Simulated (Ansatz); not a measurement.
# Tungsten, hcp under PBEsol: from relaxation to bulk modulus, part 2 of 2

The plan for tungsten in the hcp structure: relax it, solve it on a dense k-mesh, then scale the cell to 7 volumes from 88 to 112 % of the relaxed one and try a fit of the equation of state. Spin polarisation is left out. The k-meshes are 13×13×7 for the relaxation; 21×21×11 for the dense run; 15×15×7 for the volumes.

Ansatz 0.2.0; DFT, PBEsol, plane waves (420 eV) with PAW, scalar-relativistic. The steps go on from the part before.

## 4. Volume × 0.88

This is W in the hcp structure; at room conditions it is bcc.

input.yaml

```yaml
crystal:
  lattice:
    - [2.6380294556, 0.0, 0.0]
    - [-1.3190147278, 2.2846005245, 0.0]
    - [0.0, 0.0, 4.6882060032]
  atoms:
    - { symbol: W, position: [0.3333333333, 0.6666666667, 0.25] }
    - { symbol: W, position: [0.6666666667, 0.3333333333, 0.75] }
hamiltonian:
  xc: pbesol
  pseudopotentials:
    kind: paw
    azcp:
      W: "pseudopotentials/W.paw.azcp"
basis:
  ecutwfc: 420
  fft_grid_basis: typed
kpoints:
  mp_grid: { grid: [15, 15, 7], shift: [0, 0, 0] }
magnetization:
  spin_polarized: false
scf:
  occupations: { method: fermi_dirac, width: 0.1 }
  lower_state_search: "off"
output:
  stress: true
```

Standard output (excerpt; [...] marks lines left out):

```text
Warning: <dir> the record states the generating functional pbe (its physics header spells it `PBE`), which answers neither for hamiltonian.xc's functional nor for the pbesol family's — results may be inconsistent (PPs are generated against a specific XC)
Warning: RAYON_NUM_THREADS=2 ignored (pool sized by the plan → 2); use --threads N
[...]
Pseudopotentials: kind: paw
Pseudopotential: W, paw, valence charge 14, recommended cutoff 420 eV (normal), <dir>
Functional definition: PBEsol
[...]
Crystal: 2 atoms, lattice volume = 28.255 Å³
Basis set: ecut = 420 eV, 549 PW (Γ)
Bands: 18, of which v1, the nominal top of the filled ones, is band 14 counted from 1 (13 counted from 0)
Symmetry: 24 space group operations
Space group: P63/mmc (ITA 194), of the structure as read, at distance tolerance 3.0e-5 Å
k-points: 108 of 1575
[...]
SCF iter   1: F=—  HF=-20511.610311 eV  |F-HF|=—  |Δ(HF+E_count)|=         —  Δρ=9.10e-3  dr2=1.79e-2  ethr=1.77e-3  ⟨swp⟩=5.0  Hψ=8495  notcnv=0
[...]
SCF iter   6: F=-20511.605367 eV  HF=-20511.605367 eV  |F-HF|=2.16e-9  |Δ(HF+E_count)|=   1.20e-8  Δρ=6.12e-6  dr2=5.66e-9  ethr=3.57e-10  ⟨swp⟩=4.0  Hψ=6137  notcnv=0
[...]
SCF converged after 6 iterations
Free energy (F): -20511.605367 eV
[...]
E sigma→0 (E₀):  -20511.574290 eV
Entropy (-TS):   -0.062154 eV (-31.077 meV/atom)
Fermi energy:    25.160072 eV
[...]
--- Stress (GPa, compression-positive) ---
       52.344223       0.000000      -0.000000
        0.000000      52.344223       0.000000
       -0.000000       0.000000      42.421275
  P = ⅓ Tr σ = 49.0366 GPa (490.366 kbar)
```

It took 1.3 s on 2 threads of Arm Neoverse V1, shared host; peak memory 0.31 GiB.

## 5. Volume × 0.92

Edit input.yaml of step 4 so:

```diff
@@ -2,5 +2,5 @@
   lattice:
-    - [2.6380294556, 0.0, 0.0]
-    - [-1.3190147278, 2.2846005245, 0.0]
-    - [0.0, 0.0, 4.6882060032]
+    - [2.6774088353, 0.0, 0.0]
+    - [-1.3387044177, 2.3187040677, 0.0]
+    - [0.0, 0.0, 4.7581895448]
   atoms:
@@ -26 +26,5 @@
   stress: true
+  write_density: true
+  write_potential: true
+  elf: true
+  volumetric_format: npy
```

Standard output (excerpt; [...] marks lines left out):

```text
Warning: <dir> the record states the generating functional pbe (its physics header spells it `PBE`), which answers neither for hamiltonian.xc's functional nor for the pbesol family's — results may be inconsistent (PPs are generated against a specific XC)
Warning: RAYON_NUM_THREADS=2 ignored (pool sized by the plan → 2); use --threads N
[...]
[... 3 set-up lines as earlier in the session ...]
[...]
Crystal: 2 atoms, lattice volume = 29.539 Å³
Basis set: ecut = 420 eV, 573 PW (Γ)
Bands: 18, of which v1, the nominal top of the filled ones, is band 14 counted from 1 (13 counted from 0)
[... 1 set-up line as earlier in the session ...]
Space group: P63/mmc (ITA 194), of the structure as read, at distance tolerance 3.1e-5 Å
k-points: 108 of 1575
[...]
SCF iter   1: F=—  HF=-20511.921140 eV  |F-HF|=—  |Δ(HF+E_count)|=         —  Δρ=8.37e-3  dr2=1.67e-2  ethr=1.77e-3  ⟨swp⟩=5.0  Hψ=8427  notcnv=0
[...]
SCF iter   6: F=-20511.916446 eV  HF=-20511.916446 eV  |F-HF|=1.13e-10  |Δ(HF+E_count)|=   1.24e-8  Δρ=1.91e-6  dr2=4.09e-10  ethr=1.42e-10  ⟨swp⟩=5.9  Hψ=11520  notcnv=0
[...]
SCF converged after 6 iterations
Free energy (F): -20511.916446 eV
[...]
E sigma→0 (E₀):  -20511.883958 eV
Entropy (-TS):   -0.064976 eV (-32.488 meV/atom)
Fermi energy:    23.932548 eV
[...]
--- Stress (GPa, compression-positive) ---
       31.294520      -0.000000       0.000000
       -0.000000      31.294520      -0.000000
        0.000000      -0.000000      25.159944
  P = ⅓ Tr σ = 29.2497 GPa (292.497 kbar)
--- Band table (eV; the first three rows and the last of 108) ---
  k-point 0: bands = ["-49.5799", "-49.4611", "-14.6092", "-13.2733", "-13.0775", "-13.0775", "-12.9443", "-12.9443", "14.2919", "17.4752", "21.9429", "23.3180", "23.3180", "23.9572", "24.0019", "24.0019", "26.1316", "26.1316"]
[...]
```

It took 1.9 s on 2 threads of Arm Neoverse V1, shared host; peak memory 0.32 GiB.

Density in a lattice plane of the grid's cell (edges 2.68 and 4.76 Å, at 0.333 of the third edge), which holds W.

Ten even steps from '0' (0.30 e/Å³) to '9' (5.25 e/Å³):
```
00000000111000
00000012344310
00000125788742
10000258999973
10000269977984
10000258999973
00000125788742
00000012344310
00000000111000
00000000000000
00000000000000
00000000000000
01111000000000
12222100000000
12332100000000
12222100000000
01111000000000
00000000000000
00000000000000
00000000000000
```
Columns run along the first of these edges and rows up along the second, over one cell in 14 and 20 even steps from the bottom left corner. Atoms in the plane (fractional): W at (0.67, 0.75).

ELF in the same plane.

Ten even steps from '0' (0.01) to '9' (0.70):
```
35554333444333
24553236888753
33443369999985
43443599634898
53443699300599
43443599634898
33443369999985
24553236888753
35554333444333
44444444444444
33233456677654
22222345777653
34444334677643
46766434566533
57876544555433
46766434566533
34444334677643
22222345777653
33233456677654
44444444444444
```
Columns run along the first of these edges and rows up along the second, over one cell in 14 and 20 even steps from the bottom left corner. Atoms in the plane (fractional): W at (0.67, 0.75).

Both are smooth fields of the valence electrons: close to the nuclei they are not physical.

The highest ELF values outside the cores: 0.57 between the atoms, 1.6 Å from W.

## 6. Volume × 0.96

Edit input.yaml of step 5 so:

```diff
@@ -2,5 +2,5 @@
   lattice:
-    - [2.6774088353, 0.0, 0.0]
-    - [-1.3387044177, 2.3187040677, 0.0]
-    - [0.0, 0.0, 4.7581895448]
+    - [2.7156627012, 0.0, 0.0]
+    - [-1.3578313506, 2.3518328874, 0.0]
+    - [0.0, 0.0, 4.8261728661]
   atoms:
```

Standard output (excerpt; [...] marks lines left out):

```text
Warning: <dir> the record states the generating functional pbe (its physics header spells it `PBE`), which answers neither for hamiltonian.xc's functional nor for the pbesol family's — results may be inconsistent (PPs are generated against a specific XC)
Warning: RAYON_NUM_THREADS=2 ignored (pool sized by the plan → 2); use --threads N
[...]
[... 3 set-up lines as earlier in the session ...]
[...]
Crystal: 2 atoms, lattice volume = 30.824 Å³
Basis set: ecut = 420 eV, 599 PW (Γ)
Bands: 18, of which v1, the nominal top of the filled ones, is band 14 counted from 1 (13 counted from 0)
[... 2 set-up lines as earlier in the session ...]
k-points: 108 of 1575
[...]
SCF iter   1: F=—  HF=-20512.088352 eV  |F-HF|=—  |Δ(HF+E_count)|=         —  Δρ=7.74e-3  dr2=1.53e-2  ethr=1.77e-3  ⟨swp⟩=5.0  Hψ=8533  notcnv=0
[...]
SCF iter   6: F=-20512.084036 eV  HF=-20512.084036 eV  |F-HF|=2.91e-11  |Δ(HF+E_count)|=   8.75e-9  Δρ=1.94e-6  dr2=5.09e-10  ethr=2.84e-10  ⟨swp⟩=5.8  Hψ=11676  notcnv=0
[...]
SCF converged after 6 iterations
Free energy (F): -20512.084036 eV
[...]
E sigma→0 (E₀):  -20512.050074 eV
Entropy (-TS):   -0.067925 eV (-33.962 meV/atom)
Fermi energy:    22.802293 eV
[...]
--- Stress (GPa, compression-positive) ---
       14.103376       0.000000       0.000000
       -0.000000      14.103376       0.000000
        0.000000       0.000000      11.109157
  P = ⅓ Tr σ = 13.1053 GPa (131.053 kbar)
--- Band table (eV; the first three rows and the last of 108) ---
  k-point 0: bands = ["-50.7609", "-50.6631", "-15.6727", "-14.5166", "-14.3282", "-14.3282", "-14.2118", "-14.2118", "13.3849", "16.5770", "20.9501", "22.2619", "22.2619", "22.7017", "22.9031", "22.9031", "24.9139", "24.9139"]
[...]
```

It took 2 s on 2 threads of Arm Neoverse V1, shared host; peak memory 0.32 GiB.

## 7. Volume × 1.0

Edit input.yaml of step 6 so:

```diff
@@ -2,5 +2,5 @@
   lattice:
-    - [2.7156627012, 0.0, 0.0]
-    - [-1.3578313506, 2.3518328874, 0.0]
-    - [0.0, 0.0, 4.8261728661]
+    - [2.7528681835, 0.0, 0.0]
+    - [-1.3764340918, 2.3840537801, 0.0]
+    - [0.0, 0.0, 4.8922930395]
   atoms:
```

Standard output (excerpt; [...] marks lines left out):

```text
Warning: <dir> the record states the generating functional pbe (its physics header spells it `PBE`), which answers neither for hamiltonian.xc's functional nor for the pbesol family's — results may be inconsistent (PPs are generated against a specific XC)
Warning: RAYON_NUM_THREADS=2 ignored (pool sized by the plan → 2); use --threads N
[...]
[... 3 set-up lines as earlier in the session ...]
[...]
Crystal: 2 atoms, lattice volume = 32.108 Å³
Basis set: ecut = 420 eV, 647 PW (Γ)
Bands: 18, of which v1, the nominal top of the filled ones, is band 14 counted from 1 (13 counted from 0)
[... 2 set-up lines as earlier in the session ...]
k-points: 108 of 1575
[...]
SCF iter   1: F=—  HF=-20512.138044 eV  |F-HF|=—  |Δ(HF+E_count)|=         —  Δρ=7.16e-3  dr2=1.36e-2  ethr=1.77e-3  ⟨swp⟩=5.0  Hψ=8385  notcnv=0
[...]
SCF iter   6: F=-20512.134439 eV  HF=-20512.134439 eV  |F-HF|=1.16e-10  |Δ(HF+E_count)|=   9.15e-9  Δρ=1.97e-6  dr2=6.06e-10  ethr=2.86e-10  ⟨swp⟩=5.9  Hψ=11686  notcnv=0
[...]
SCF converged after 6 iterations
Free energy (F): -20512.134439 eV
[...]
E sigma→0 (E₀):  -20512.099076 eV
Entropy (-TS):   -0.070724 eV (-35.362 meV/atom)
Fermi energy:    21.757640 eV
[...]
--- Stress (GPa, compression-positive) ---
        0.048204       0.000000       0.000000
        0.000000       0.048204       0.000000
        0.000000       0.000000      -0.360471
  P = ⅓ Tr σ = -0.0880 GPa (-0.880 kbar)
--- Band table (eV; the first three rows and the last of 108) ---
  k-point 0: bands = ["-51.8634", "-51.7825", "-16.6736", "-15.6697", "-15.4875", "-15.4875", "-15.3853", "-15.3853", "12.5587", "15.7489", "20.0271", "21.2806", "21.2806", "21.5590", "21.8828", "21.8828", "23.7839", "23.7839"]
[...]
```

It took 2.2 s on 2 threads of Arm Neoverse V1, shared host; peak memory 0.33 GiB.

## 8. Volume × 1.04

Edit input.yaml of step 7 so:

```diff
@@ -2,5 +2,5 @@
   lattice:
-    - [2.7528681835, 0.0, 0.0]
-    - [-1.3764340918, 2.3840537801, 0.0]
-    - [0.0, 0.0, 4.8922930395]
+    - [2.7890942875, 0.0, 0.0]
+    - [-1.3945471438, 2.4154265065, 0.0]
+    - [0.0, 0.0, 4.9566726992]
   atoms:
@@ -26,5 +26 @@
   stress: true
-  write_density: true
-  write_potential: true
-  elf: true
-  volumetric_format: npy
```

Standard output (excerpt; [...] marks lines left out):

```text
Warning: <dir> the record states the generating functional pbe (its physics header spells it `PBE`), which answers neither for hamiltonian.xc's functional nor for the pbesol family's — results may be inconsistent (PPs are generated against a specific XC)
Warning: RAYON_NUM_THREADS=2 ignored (pool sized by the plan → 2); use --threads N
[...]
[... 3 set-up lines as earlier in the session ...]
[...]
Crystal: 2 atoms, lattice volume = 33.392 Å³
Basis set: ecut = 420 eV, 677 PW (Γ)
Bands: 18, of which v1, the nominal top of the filled ones, is band 14 counted from 1 (13 counted from 0)
[... 2 set-up lines as earlier in the session ...]
k-points: 108 of 1575
[...]
SCF iter   1: F=—  HF=-20512.091701 eV  |F-HF|=—  |Δ(HF+E_count)|=         —  Δρ=6.59e-3  dr2=1.15e-2  ethr=1.77e-3  ⟨swp⟩=5.0  Hψ=8225  notcnv=0
[...]
SCF iter   6: F=-20512.089050 eV  HF=-20512.089050 eV  |F-HF|=3.38e-10  |Δ(HF+E_count)|=   2.49e-8  Δρ=2.40e-6  dr2=1.06e-9  ethr=3.57e-10  ⟨swp⟩=4.2  Hψ=6193  notcnv=0
[...]
SCF converged after 6 iterations
Free energy (F): -20512.089050 eV
[...]
E sigma→0 (E₀):  -20512.052436 eV
Entropy (-TS):   -0.073230 eV (-36.615 meV/atom)
Fermi energy:    20.789380 eV
[...]
--- Stress (GPa, compression-positive) ---
      -11.445215      -0.000000       0.000000
       -0.000000     -11.445215       0.000000
        0.000000       0.000000      -9.731421
  P = ⅓ Tr σ = -10.8740 GPa (-108.740 kbar)
```

Run time: 1.6 s. Hardware: 2 threads of Arm Neoverse V1, shared host; peak memory 0.32 GiB.

## 9. Volume × 1.08

Edit input.yaml of step 8 so:

```diff
@@ -2,5 +2,5 @@
   lattice:
-    - [2.7890942875, 0.0, 0.0]
-    - [-1.3945471438, 2.4154265065, 0.0]
-    - [0.0, 0.0, 4.9566726992]
+    - [2.8244030268, 0.0, 0.0]
+    - [-1.4122015134, 2.4460047718, 0.0]
+    - [0.0, 0.0, 5.019422053]
   atoms:
@@ -26 +26,5 @@
   stress: true
+  write_density: true
+  write_potential: true
+  elf: true
+  volumetric_format: npy
```

Standard output (excerpt; [...] marks lines left out):

```text
Warning: <dir> the record states the generating functional pbe (its physics header spells it `PBE`), which answers neither for hamiltonian.xc's functional nor for the pbesol family's — results may be inconsistent (PPs are generated against a specific XC)
Warning: RAYON_NUM_THREADS=2 ignored (pool sized by the plan → 2); use --threads N
[...]
[... 3 set-up lines as earlier in the session ...]
[...]
Crystal: 2 atoms, lattice volume = 34.677 Å³
Basis set: ecut = 420 eV, 677 PW (Γ)
Bands: 18, of which v1, the nominal top of the filled ones, is band 14 counted from 1 (13 counted from 0)
[... 1 set-up line as earlier in the session ...]
Space group: P63/mmc (ITA 194), of the structure as read, at distance tolerance 3.3e-5 Å
k-points: 108 of 1575
[...]
SCF iter   1: F=—  HF=-20511.967032 eV  |F-HF|=—  |Δ(HF+E_count)|=         —  Δρ=6.05e-3  dr2=9.44e-3  ethr=1.77e-3  ⟨swp⟩=5.0  Hψ=8047  notcnv=0
[...]
SCF iter   6: F=-20511.965382 eV  HF=-20511.965382 eV  |F-HF|=1.17e-9  |Δ(HF+E_count)|=   4.12e-8  Δρ=3.35e-6  dr2=2.38e-9  ethr=3.57e-10  ⟨swp⟩=8.1  Hψ=11378  notcnv=0
[...]
SCF converged after 6 iterations
Free energy (F): -20511.965382 eV
[...]
E sigma→0 (E₀):  -20511.927628 eV
Entropy (-TS):   -0.075509 eV (-37.754 meV/atom)
Fermi energy:    19.889795 eV
[...]
--- Stress (GPa, compression-positive) ---
      -20.831860       0.000000       0.000000
        0.000000     -20.831860      -0.000000
        0.000000      -0.000000     -17.379478
  P = ⅓ Tr σ = -19.6811 GPa (-196.811 kbar)
--- Band table (eV; the first three rows and the last of 108) ---
  k-point 0: bands = ["-53.8584", "-53.8022", "-18.5040", "-17.7395", "-17.5674", "-17.5674", "-17.4880", "-17.4880", "11.1089", "14.2716", "18.3631", "19.5120", "19.5120", "19.5573", "20.0462", "20.0462", "21.7524", "21.7524"]
[...]
```

It took 2.3 s on 2 threads of Arm Neoverse V1, shared host; peak memory 0.33 GiB.

## 10. Volume × 1.12

Edit input.yaml of step 9 so:

```diff
@@ -2,5 +2,5 @@
   lattice:
-    - [2.8244030268, 0.0, 0.0]
-    - [-1.4122015134, 2.4460047718, 0.0]
-    - [0.0, 0.0, 5.019422053]
+    - [2.8588503612, 0.0, 0.0]
+    - [-1.4294251806, 2.4758370384, 0.0]
+    - [0.0, 0.0, 5.0806405504]
   atoms:
@@ -26,5 +26 @@
   stress: true
-  write_density: true
-  write_potential: true
-  elf: true
-  volumetric_format: npy
```

Standard output (excerpt; [...] marks lines left out):

```text
Warning: <dir> the record states the generating functional pbe (its physics header spells it `PBE`), which answers neither for hamiltonian.xc's functional nor for the pbesol family's — results may be inconsistent (PPs are generated against a specific XC)
Warning: RAYON_NUM_THREADS=2 ignored (pool sized by the plan → 2); use --threads N
[...]
[... 3 set-up lines as earlier in the session ...]
[...]
Crystal: 2 atoms, lattice volume = 35.961 Å³
Basis set: ecut = 420 eV, 713 PW (Γ)
Bands: 18, of which v1, the nominal top of the filled ones, is band 14 counted from 1 (13 counted from 0)
[... 2 set-up lines as earlier in the session ...]
k-points: 108 of 1575
[...]
SCF iter   1: F=—  HF=-20511.778808 eV  |F-HF|=—  |Δ(HF+E_count)|=         —  Δρ=5.59e-3  dr2=7.66e-3  ethr=1.77e-3  ⟨swp⟩=5.0  Hψ=8048  notcnv=0
[...]
SCF iter   6: F=-20511.777897 eV  HF=-20511.777897 eV  |F-HF|=1.64e-9  |Δ(HF+E_count)|=   3.04e-8  Δρ=3.60e-6  dr2=3.01e-9  ethr=3.57e-10  ⟨swp⟩=4.1  Hψ=6196  notcnv=0
[...]
SCF converged after 6 iterations
Free energy (F): -20511.777897 eV
[...]
E sigma→0 (E₀):  -20511.739028 eV
Entropy (-TS):   -0.077736 eV (-38.868 meV/atom)
Fermi energy:    19.052030 eV
[...]
--- Stress (GPa, compression-positive) ---
      -28.473381       0.000000       0.000000
        0.000000     -28.473381      -0.000000
        0.000000      -0.000000     -23.601364
  P = ⅓ Tr σ = -26.8494 GPa (-268.494 kbar)
```

Wall time 1.6 s (2 threads of Arm Neoverse V1, shared host); peak memory 0.33 GiB.

## 11. Energy and pressure against volume

All volumes keep the relaxed shape and fractional coordinates.

| V (Å³/atom) | E − E₀ (meV/atom) | P from the stress (GPa) | P from the fit (GPa) |
| --- | --- | --- | --- |
| 14.128 | 262.4 | 49.04 | 48.92 |
| 14.770 | 107.5 | 29.25 | 29.06 |
| 15.412 | 24.5 | 13.11 | 12.91 |
| 16.054 | 0.0 | -0.09 | -0.25 |
| 16.696 | 23.3 | -10.87 | -11.01 |
| 17.338 | 85.7 | -19.68 | -19.82 |
| 17.981 | 180.0 | -26.85 | -27.03 |

Fit (Birch-Murnaghan, third order): V₀ = 16.040 Å³/atom, B₀ = 298 GPa, B₀′ = 4.0, largest residual 0.04 meV/atom.

Fit and stress differ a little: one follows E(σ → 0), the other the smeared free energy.

## 12. Outcome

What follows sums up all 2 parts.

```
                      quantity                                   value
space group (spins left aside)                      P6_3/mmc (No. 194)
             conventional cell  a = 2.753 Å, c = 4.892 Å (c/a = 1.777)
                        volume                          16.054 Å³/atom
             shortest distance                                 2.753 Å
               gap on the mesh            none (levels filled in part)
               relative to bcc                           +516 meV/atom
                   V₀, B₀, B₀′            16.040 Å³/atom, 298 GPa, 4.0
```

The relaxation enlarged the cell by 1.3 % in volume. Against the reference form of tungsten (bcc, computed apart with the same settings) it stands 516 meV/atom higher, so it is far from stable. Levels at the Fermi energy are filled in part, as in a metal. B₀ comes out at 298 GPa, among the stiffest elements; letting shape and positions relax at each volume could only lower it. Relaxation kept the symmetry; phonons were not checked.
